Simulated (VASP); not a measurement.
The system is BaH2.

```xyz
12
Lattice="6.7920 0.0000 0.0000 0.0000 4.1680 0.0000 0.0000 0.0000 7.8580" Properties=species:S:1:pos:R:3 pbc="T T T"
Ba    1.7679    1.0420    6.9829
Ba    1.6281    3.1260    3.0539
Ba    5.1639    1.0420    4.8041
Ba    5.0241    3.1260    0.8751
H     0.2921    1.0420    1.3673
H     3.1039    3.1260    5.2963
H     3.6881    1.0420    2.5617
H     6.4999    3.1260    6.4907
H     4.3876    1.0420    7.1783
H     5.8004    3.1260    3.2493
H     0.9916    1.0420    4.6087
H     2.4044    3.1260    0.6797
```

| Item | Value |
| --- | --- |
| Program | VASP 6.6.1 |
| Task | relaxation of cell and atoms |
| Functional | LDA |
| Potentials or basis | VASP PAW LDA potentials, release 64 (Ba_sv, H) |
| Cutoff | 600 eV |
| k mesh | 4 × 8 × 4 |
| Occupations | gaussian, width 0.03 eV |
| Spin | no spin polarisation |

At the start: pressure -2.0 GPa; volume 18.54 Å³/atom.

Problem. Where does the relaxation end?

Solution. Over 14 steps the energy falls by 18.5 meV/atom and the volume is 17.28 Å³/atom (-6.8 %); space group Pnma (No. 62, to 0.05 Å).

The path:
```tsv
step	energy change (eV)	largest force (eV/Å)	pressure (GPa)	volume (Å³)
1	0.0000	0.3243	-1.96	222.45
2	-0.1008	0.2600	-0.98	215.24
3	-0.1436	0.1977	0.27	207.55
4	-0.1438	0.1983	0.37	207.01
5	-0.1645	0.1634	0.28	207.25
6	-0.2005	0.0946	0.02	207.94
7	-0.2044	0.0980	-0.07	208.24
8	-0.2174	0.0346	-0.07	207.88
9	-0.2188	0.0593	-0.07	207.71
10	-0.2207	0.0300	0.04	207.10
11	-0.2209	0.0280	0.10	206.81
12	-0.2217	0.0169	-0.01	207.42
13	-0.2218	0.0161	-0.04	207.60
14	-0.2220	0.0084	0.00	207.38
```

Final structure:
```
Ba H
1.0
     6.62026    0.00000    0.00000
     0.00000    4.07009    0.00000
     0.00000    0.00000    7.69652
Ba H
4 8
Cartesian
  1.7167 1.0175 6.8159
  1.5934 3.0526 2.9676
  5.0268 1.0175 4.7289
  4.9036 3.0526 0.8807
  0.2026 1.0175 1.4198
  3.1076 3.0526 5.2681
  3.5127 1.0175 2.4285
  6.4177 3.0526 6.2767
  4.2741 1.0175 7.1600
  5.6562 3.0526 3.3117
  0.9640 1.0175 4.3848
  2.3461 3.0526 0.5366
```
